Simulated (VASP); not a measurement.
Set up this calculation in VASP 6.6.1, as the native input.

* Task: single point
* Functional: PBE
* Potentials or basis: VASP PAW PBE potentials, release 64 (Te, Sn_d)
* Cutoff: 520 eV
* k mesh: 7 × 7 × 7
* Occupations: fermi-dirac, width 0.05 eV
* Spin: no spin polarisation
* Further INCAR settings: ALGO = Normal; EDIFF = 1e-07; NBANDS = 17

The structure of SnTe lies in POSCAR:

```
SnTe
1.0
    3.9047000000      0.0000000000      0.0000000000
    0.0000000000      3.9047000000      0.0000000000
    0.0000000000      0.0000000000      3.9047000000
Te Sn
1 1
Direct
    0.5000000000      0.5000000000      0.5000000000
    0.0000000000      0.0000000000      0.0000000000
```

Measurements of this composition are mostly on another form, of space group No. 225.

These files were run (other wordings do the same):

INCAR

```
SYSTEM = SnTe
ALGO = Normal ; EDIFF = 1E-7
ENCUT = 520 ; GGA = PE
ISIF = 2 ; ISMEAR = -1
LASPH = .TRUE. ; LCHARG = .FALSE.
LREAL = .FALSE. ; LWAVE = .FALSE.
NBANDS = 17 ; NELM = 100
PREC = Accurate ; SIGMA = 0.05
```

KPOINTS

```
k-points
0
G
  7 7 7
  0 0 0
```

Potentials or basis: VASP PAW PBE potentials, release 64 (Te, Sn_d).

The run is started by

```bash
$ cat potpaw_PBE.64/Te/POTCAR potpaw_PBE.64/Sn_d/POTCAR > POTCAR
$ mpirun -np 1 vasp_std > vasp.out
```

It gave:

| Property | Result |
| --- | --- |
| Pressure | -1.1 GPa |
| Band gap on the k mesh | none (metal or under the smearing width) |

Wall time 9 s on 1 thread of Intel(R) Xeon(R) 6975P-C (Granite Rapids) (shared host), peak memory 0.17 GiB.
